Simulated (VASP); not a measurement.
Crystal: CdSe.

```
CELL_PARAMETERS angstrom
0.00000 3.04621 3.04621
3.04621 0.00000 3.04621
3.04621 3.04621 0.00000
ATOMIC_POSITIONS crystal
Cd 0.00000 0.00000 0.00000
Se 0.75000 0.75000 0.75000
```

Measurements of this composition are mostly on another form, of space group No. 186.

Program: VASP 6.6.1. Alike in all runs: no spin polarisation; cell as given; k mesh 8 × 8 × 8; cutoff (eV) 520; smearing gaussian 0.03 eV.

Q: Order these runs on this cell by their pressure, lowest first.
A. level PBE; potentials or basis VASP PAW PBE potentials, release 64 (Cd, Se)
B. level r2SCAN; potentials or basis VASP PAW PBE potentials, release 64 (Cd, Se)
C. level LDA; potentials or basis VASP PAW LDA potentials, release 64 (Cd, Se)

A: C (-1.8 GPa), B (1.4 GPa), A (2.9 GPa).

Caveats: the PAW data sets were made with another functional, which shifts forces and pressure a little (some runs).
